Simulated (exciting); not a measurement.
# Ir (P6_3/mmc) in exciting: settings compared

Aim: see how the results for Ir move with the level of theory and the settings. Levels: AM05, Xalpha. Tasks: band structure, equation of state.

All numbers are computed with exciting (release sodium); they aren't measurements. Logs are shortened: lines on timing, memory, paths and dates and some standing lists are left out, and cuts for length are marked.

## 1. Starting point

The structure is hexagonal, space group P6_3/mmc (No. 194). The conventional cell has a = 2.751 Å, b = 2.751 Å, c = 4.462 Å, α = 90.00°, β = 90.00°, γ = 120.00°. Ir (site symmetry -6m2) is surrounded by 12 Ir at 2.74 to 2.75 Å.

This isn't the form of Ir at room conditions, which is fcc.

## 2. Band structure, AM05

The input, run_exciting.py:

```python
import subprocess
import xml.etree.ElementTree as ET
from ase.io import read
from ase.units import Bohr

atoms = read("Ir.cif")
rmt = {'Ir': 2.3}  # bohr
tasks = """
<groundstate do="fromscratch" ngridk="11 11 6" rgkmax="8" gmaxvr="14" lmaxapw="10" lmaxmat="10" lmaxvr="8" stype="Gaussian" swidth="0.00367493" nempty="18" ValenceRelativity="iora*" epsengy="1e-05" epspot="1e-05" maxscl="60" outputlevel="normal" findlinentype="no_search" cfdamp="0.1">
  <libxc exchange="XC_GGA_X_AM05" correlation="XC_GGA_C_AM05"/>
</groundstate>
<properties>
  <bandstructure>
    <plot1d>
      <path steps="60">
        <point coord="0 0 0" label="G"/>
        <point coord="0.5 0 0" label="M"/>
        <point coord="0.3333333333 0.3333333333 0" label="K"/>
        <point coord="0 0 0" label="G"/>
        <point coord="0 0 0.5" label="A"/>
        <point coord="0.5 0 0.5" label="L"/>
        <point coord="0.3333333333 0.3333333333 0.5" label="H"/>
        <point coord="0 0 0.5" label="A" breakafter="true"/>
        <point coord="0.5 0 0.5" label="L"/>
        <point coord="0.5 0 0" label="M" breakafter="true"/>
        <point coord="0.3333333333 0.3333333333 0" label="K"/>
        <point coord="0.3333333333 0.3333333333 0.5" label="H"/>
      </path>
    </plot1d>
  </bandstructure>
  <chargedensityplot>
    <plot3d>
      <box grid="14 14 23">
        <origin coord="0 0 0"/>
        <point coord="1 0 0"/>
        <point coord="0 1 0"/>
        <point coord="0 0 1"/>
      </box>
    </plot3d>
  </chargedensityplot>
  <elfplot>
    <plot3d>
      <box grid="14 14 23">
        <origin coord="0 0 0"/>
        <point coord="1 0 0"/>
        <point coord="0 1 0"/>
        <point coord="0 0 1"/>
      </box>
    </plot3d>
  </elfplot>
  <exccplot>
    <plot3d>
      <box grid="14 14 23">
        <origin coord="0 0 0"/>
        <point coord="1 0 0"/>
        <point coord="0 1 0"/>
        <point coord="0 0 1"/>
      </box>
    </plot3d>
  </exccplot>
</properties>
"""

root = ET.Element("input")
ET.SubElement(root, "title").text = "Ir"
structure = ET.SubElement(root, "structure", speciespath="./", tshift="false")
crystal = ET.SubElement(structure, "crystal", scale="1.0")
for vector in atoms.cell / Bohr:
    ET.SubElement(crystal, "basevect").text = " ".join(f"{x:.12f}" for x in vector)
symbols = atoms.get_chemical_symbols()
for element in dict.fromkeys(symbols):
    species = ET.SubElement(structure, "species", speciesfile=element + ".xml", rmt=str(rmt[element]))
    for symbol, position in zip(symbols, atoms.get_scaled_positions(wrap=False)):
        if symbol == element:
            ET.SubElement(species, "atom", coord=" ".join(f"{x:.12f}" for x in position))
root.extend(ET.fromstring("<tasks>" + tasks + "</tasks>"))
ET.indent(root)
ET.ElementTree(root).write("input.xml")
subprocess.run(["exciting_smp"], check=True)
```

The input, Ir.cif:

```cif
data_Ir
_cell_length_a 2.75137789
_cell_length_b 2.75137789
_cell_length_c 4.46229000
_cell_angle_alpha 90.00000000
_cell_angle_beta 90.00000000
_cell_angle_gamma 120.00000000
_space_group_name_H-M_alt 'P1'
_space_group_name_Hall 'P 1'
_space_group_IT_number 1
loop_
_space_group_symop_operation_xyz
'x,y,z'
loop_
_atom_site_label
_atom_site_type_symbol
_atom_site_symmetry_multiplicity
_atom_site_Wyckoff_symbol
_atom_site_fract_x
_atom_site_fract_y
_atom_site_fract_z
_atom_site_occupancy
Ir1 Ir 1 a 0.3333333333 0.6666666667 0.2500000000 1
Ir2 Ir 1 a 0.6666666667 0.3333333333 0.7500000000 1
```

Potentials or basis: all-electron LAPW+lo, shipped species files, valence relativity iora*.

Command:

```console
OMP_NUM_THREADS=1 python run_exciting.py
```

What it wrote:

```text
================================================================================
EXCITING SODIUM started
[... 10 lines left out ...]

 Lattice vectors (cartesian) :
      5.1993506808      0.0000000000      0.0000000000
     -2.5996753404      4.5027697727      0.0000000000
      0.0000000000      0.0000000000      8.4325059941

 Reciprocal lattice vectors (cartesian) :
      1.2084557655      0.6977022615     -0.0000000000
      0.0000000000      1.3954045231      0.0000000000
      0.0000000000     -0.0000000000      0.7451148344

 Unit cell volume                           :     197.4174376999
 Brillouin zone volume                      :       1.2564757011

 Species :    1 (Ir)
     parameters loaded from                 :    Ir.xml
     name                                   :    iridium
     nuclear charge                         :     -77.00000000
     electronic charge                      :      77.00000000
     atomic mass                            :  350390.15590000
     muffin-tin radius                      :       2.30000000
     # of radial points in muffin-tin       :     450

     atomic positions (lattice) :
       1 :   0.33333333  0.66666667  0.25000000
       2 :   0.66666667  0.33333333  0.75000000

 Total number of atoms per unit cell        :       2

 Spin treatment                             :    spin-unpolarised

 Number of Bravais lattice symmetries       :      24
 Number of crystal symmetries               :      12

 k-point grid                               :      11   11    6
 Total number of k-points                   :      84
 k-point set is reduced with crystal symmetries

 R^MT_min * |G+k|_max (rgkmax)              :       8.00000000
 Species with R^MT_min                      :       1 (Ir)
 Maximum |G+k| for APW functions            :       3.47826087
 Maximum |G| for potential and density      :      14.00000000

 G-vector grid sizes                        :      24    24    40
 Total number of G-vectors                  :    9127

 Maximum angular momentum used for
     APW functions                          :      10
     computing H and O matrix elements      :      10
     potential and density                  :       8
     inner part of muffin-tin               :       2

 Total nuclear charge                       :    -154.00000000
 Total electronic charge                    :     154.00000000
 Total core charge                          :      96.00000000
 Total valence charge                       :      58.00000000

 Number of empty states                     :      18
 Total number of valence states             :      48

 Maximum Hamiltonian size                   :     200
 Maximum number of plane-waves              :     148
 Total number of local-orbitals             :      52

 Exchange-correlation type                  :     100
     libxc; exchange: Armiento & Mattsson 05; correlation: Armiento & Mattsson 05 (see libxc for references)

 Smearing scheme                            :    Gaussian
 Smearing width                             :       0.00367493

 Using multisecant Broyden potential mixing
[... 16 lines left out ...]
+ SCF iteration number :    1                                                  +
++++++++++++++++++++++++++++++++++++++++++++++++++++++++++++++++++++++++++++++++
 Total energy                               :    -35373.65434541
 _______________________________________________________________
 Fermi energy                               :         0.59047452
 Kinetic energy                             :     40788.51320107
 Coulomb energy                             :    -75491.90700496
 Exchange energy                            :      -655.23504675
 Correlation energy                         :       -15.02549477

 DOS at Fermi energy (states/Ha/cell)       :        81.32131999

 Electron charges :
     core                                   :        96.00000000
     core leakage                           :         0.00621561
     valence                                :        58.00000000
     interstitial                           :         4.95068349
     charge in muffin-tin spheres :
                  atom     1    Ir          :        74.52465825
                  atom     2    Ir          :        74.52465825
     total charge in muffin-tins            :       149.04931651
     total charge                           :       154.00000000

++++++++++++++++++++++++++++++++++++++++++++++++++++++++++++++++++++++++++++++++
+ SCF iteration number :    2                                                  +
++++++++++++++++++++++++++++++++++++++++++++++++++++++++++++++++++++++++++++++++
 Total energy                               :    -35602.54187773
 _______________________________________________________________
 Fermi energy                               :         0.51901784
 Kinetic energy                             :     40687.28021765
 Coulomb energy                             :    -75615.10666597
 Exchange energy                            :      -659.62816548
 Correlation energy                         :       -15.08726393

 DOS at Fermi energy (states/Ha/cell)       :       100.67327032

 Electron charges :
     core                                   :        96.00000000
     core leakage                           :         0.00509766
     valence                                :        58.00000000
     interstitial                           :         4.41587480
     charge in muffin-tin spheres :
                  atom     1    Ir          :        74.79206260
                  atom     2    Ir          :        74.79206260
     total charge in muffin-tins            :       149.58412520
     total charge                           :       154.00000000

 RMS change in effective potential (target) :  0.243860      ( 0.100000E-04)
 Absolute change in total energy   (target) :   228.888      ( 0.100000E-04)
 Charge distance                   (target) :  0.156179E-01  ( 0.100000E-04)

++++++++++++++++++++++++++++++++++++++++++++++++++++++++++++++++++++++++++++++++
+ SCF iteration number :    3                                                  +
++++++++++++++++++++++++++++++++++++++++++++++++++++++++++++++++++++++++++++++++
 Total energy                               :    -35721.22138078
 _______________________________________________________________
 Fermi energy                               :         0.49783218
 Kinetic energy                             :     40640.04177104
 Coulomb energy                             :    -75683.86351984
 Exchange energy                            :      -662.27725083
 Correlation energy                         :       -15.12238115

 DOS at Fermi energy (states/Ha/cell)       :       103.32647404

 Electron charges :
     core                                   :        96.00000000
     core leakage                           :         0.00483016
     valence                                :        58.00000000
     interstitial                           :         4.33574331
     charge in muffin-tin spheres :
                  atom     1    Ir          :        74.83212834
                  atom     2    Ir          :        74.83212834
     total charge in muffin-tins            :       149.66425669
     total charge                           :       154.00000000
[... 324 lines left out ...]
 DOS at Fermi energy (states/Ha/cell)       :       103.32259785

 Electron charges :
     core                                   :        96.00000000
     core leakage                           :         0.00494816
     valence                                :        58.00000000
     interstitial                           :         4.50988755
     charge in muffin-tin spheres :
                  atom     1    Ir          :        74.74505623
                  atom     2    Ir          :        74.74505623
     total charge in muffin-tins            :       149.49011245
     total charge                           :       154.00000000

 RMS change in effective potential (target) :  0.239817E-07  ( 0.100000E-04)
 Absolute change in total energy   (target) :  0.190611E-05  ( 0.100000E-04)
 Charge distance                   (target) :  0.789393E-09  ( 0.100000E-04)

++++++++++++++++++++++++++++++++++++++++++++++++++++++++++++++++++++++++++++++++
+ SCF iteration number :   16                                                  +
++++++++++++++++++++++++++++++++++++++++++++++++++++++++++++++++++++++++++++++++
 Total energy                               :    -35692.63148583
 _______________________________________________________________
 Fermi energy                               :         0.48903752
 Kinetic energy                             :     40648.59129949
 Coulomb energy                             :    -75664.46571739
 Exchange energy                            :      -661.64372159
 Correlation energy                         :       -15.11334634

 DOS at Fermi energy (states/Ha/cell)       :       103.32259941

 Electron charges :
     core                                   :        96.00000000
     core leakage                           :         0.00494816
     valence                                :        58.00000000
     interstitial                           :         4.50988758
     charge in muffin-tin spheres :
                  atom     1    Ir          :        74.74505621
                  atom     2    Ir          :        74.74505621
     total charge in muffin-tins            :       149.49011242
     total charge                           :       154.00000000

 RMS change in effective potential (target) :  0.620419E-08  ( 0.100000E-04)
 Absolute change in total energy   (target) :  0.671162E-05  ( 0.100000E-04)
 Charge distance                   (target) :  0.668588E-09  ( 0.100000E-04)

++++++++++++++++++++++++++++++++++++++++++++++++++++++++++++++++++++++++++++++++
| Convergency criteria checked for the last 2 iterations                       +
| Convergence targets achieved. Performing final SCF iteration                 +
++++++++++++++++++++++++++++++++++++++++++++++++++++++++++++++++++++++++++++++++
 Total energy                               :    -35692.63146672
 _______________________________________________________________
 Fermi energy                               :         0.48903750
 Kinetic energy                             :     40648.59130925
 Coulomb energy                             :    -75664.46570860
 Exchange energy                            :      -661.64372104
 Correlation energy                         :       -15.11334633

 DOS at Fermi energy (states/Ha/cell)       :       103.32255241

 Electron charges :
     core                                   :        96.00000000
     core leakage                           :         0.00494816
     valence                                :        58.00000000
     interstitial                           :         4.50988809
     charge in muffin-tin spheres :
                  atom     1    Ir          :        74.74505595
                  atom     2    Ir          :        74.74505595
     total charge in muffin-tins            :       149.49011191
     total charge                           :       154.00000000

++++++++++++++++++++++++++++++++++++++++++++++++++++++++++++++++++++++++++++++++
[... 12 lines left out ...]
| EXCITING SODIUM stopped                                                      =
================================================================================
```

Run time: 61 s. Hardware: 1 thread of AMD EPYC 9R45 (Zen 5), shared host; peak memory 0.14 GiB.

The run converged, but some of its settings lie outside the range that counts as converged (typed here: findlinentype = no_search; cfdamp = 0.1), so its numbers aren't taken as properties of the crystal.

What came out:

| Quantity | Value |
| --- | --- |
| Band gap on the k mesh | none (metal or under the smearing width) |
| All electrons inside the program's atomic spheres | Ir 74.75 (radii Ir 2.3 bohr) |
| Density of states at the Fermi level | 3.80 states/eV per cell |

Caveat: spin-orbit coupling is left out, which moves the levels of the heavy elements.

## 3. Equation of state, Xalpha, 13.75 Å³/atom (volume scaled by 0.94)

The input, input.xml:

```xml
<input>
  <title>Ir</title>
  <structure speciespath="./" tshift="false" cartesian="true">
    <crystal scale="5.0932117065">
      <basevect>1.000000000006 0.000000000000 0.000000000000</basevect>
      <basevect>-0.500000000003 0.866025403786 0.000000000000</basevect>
      <basevect>0.000000000000 0.000000000000 1.621838282843</basevect>
    </crystal>
    <species speciesfile="Ir.xml" rmt="2.3">
      <atom coord="-0.000000000255 2.940567149939 2.065091432056"/>
      <atom coord="2.546605853520 1.470283574749 6.195274296168"/>
    </species>
  </structure>
  <groundstate do="fromscratch" ngridk="9 9 5" rgkmax="9" gmaxvr="14" lmaxapw="10" lmaxmat="10" lmaxvr="8" xctype="LDA_XALPHA" stype="Gaussian" swidth="0.00183747" nempty="18" ValenceRelativity="iora*" epsengy="1e-05" epspot="1e-05" maxscl="60" outputlevel="normal"/>
</input>
```

Potentials or basis: all-electron LAPW+lo, shipped species files, valence relativity iora*.

Command:

```console
OMP_NUM_THREADS=1 exciting_smp
```

INFO.OUT:

```text
================================================================================
EXCITING SODIUM started
[... 10 lines left out ...]

 Lattice vectors (cartesian) :
      5.0932117065      0.0000000000      0.0000000000
     -2.5466058533      4.4108507247      0.0000000000
      0.0000000000      0.0000000000      8.2603657282

 Reciprocal lattice vectors (cartesian) :
      1.2336391395      0.7122418893     -0.0000000000
      0.0000000000      1.4244837786      0.0000000000
[... 85 lines left out ...]
 Exchange energy                            :      -661.31217906
 Correlation energy                         :         0.00000000
[... 458 lines left out ...]
 RMS change in effective potential (target) :  0.329466E-08  ( 0.100000E-04)
 Absolute change in total energy   (target) :  0.403349E-05  ( 0.100000E-04)
 Charge distance                   (target) :  0.718400E-09  ( 0.100000E-04)

++++++++++++++++++++++++++++++++++++++++++++++++++++++++++++++++++++++++++++++++
| Convergency criteria checked for the last 2 iterations                       +
| Convergence targets achieved. Performing final SCF iteration                 +
++++++++++++++++++++++++++++++++++++++++++++++++++++++++++++++++++++++++++++++++
 Total energy                               :    -35680.08977673
 _______________________________________________________________
 Fermi energy                               :         0.65883649
 Kinetic energy                             :     40669.72119675
 Coulomb energy                             :    -75687.84453920
 Exchange energy                            :      -661.96643427
 Correlation energy                         :         0.00000000

 DOS at Fermi energy (states/Ha/cell)       :        51.94003753

 Electron charges :
     core                                   :        96.00000000
     core leakage                           :         0.00608792
     valence                                :        58.00000000
     interstitial                           :         4.51608886
     charge in muffin-tin spheres :
                  atom     1    Ir          :        74.74195557
                  atom     2    Ir          :        74.74195557
     total charge in muffin-tins            :       149.48391114
     total charge                           :       154.00000000

++++++++++++++++++++++++++++++++++++++++++++++++++++++++++++++++++++++++++++++++
[... 12 lines left out ...]
| EXCITING SODIUM stopped                                                      =
================================================================================
```

Run time: 41 s. Hardware: 1 thread of AMD EPYC 9R45 (Zen 5), shared host; peak memory 0.13 GiB.

Results:

| Item | Value |
| --- | --- |
| Free energy | -970904.7066 eV |
| Band gap on the k mesh | none (metal or under the smearing width) |
| All electrons inside the program's atomic spheres | Ir 74.74 (radii Ir 2.3 bohr) |

Caveat: the log's total energy holds no entropy term; the free energy is that total less TS from the occupations.

## 4. Equation of state, Xalpha, 14.04 Å³/atom (volume scaled by 0.96)

The input, input.xml:

```xml
<input>
  <title>Ir</title>
  <structure speciespath="./" tshift="false" cartesian="true">
    <crystal scale="5.1290805764">
      <basevect>0.999999999994 0.000000000000 0.000000000000</basevect>
      <basevect>-0.499999999979 0.866025403765 0.000000000000</basevect>
      <basevect>0.000000000000 0.000000000000 1.621838282825</basevect>
    </crystal>
    <species speciesfile="Ir.xml" rmt="2.3">
      <atom coord="-0.000000000193 2.961276051560 2.079634808625"/>
      <atom coord="2.564540288473 1.480638025558 6.238904425875"/>
    </species>
  </structure>
  <groundstate do="fromscratch" ngridk="9 9 5" rgkmax="9" gmaxvr="14" lmaxapw="10" lmaxmat="10" lmaxvr="8" xctype="LDA_XALPHA" stype="Gaussian" swidth="0.00183747" nempty="18" ValenceRelativity="iora*" epsengy="1e-05" epspot="1e-05" maxscl="60" outputlevel="normal"/>
</input>
```

Command:

```console
OMP_NUM_THREADS=1 exciting_smp
```

Run time: 45 s. Hardware: 1 thread of AMD EPYC 9R45 (Zen 5), shared host; peak memory 0.13 GiB.

The run converged. Its results:

| Item | Value |
| --- | --- |
| Free energy | -970904.7580 eV |
| Band gap on the k mesh | none (metal or under the smearing width) |
| All electrons inside the program's atomic spheres | Ir 74.70 (radii Ir 2.3 bohr) |

Caveat: the log's total energy holds no entropy term; the free energy is that total less TS from the occupations.

[end of part 1 of 2]
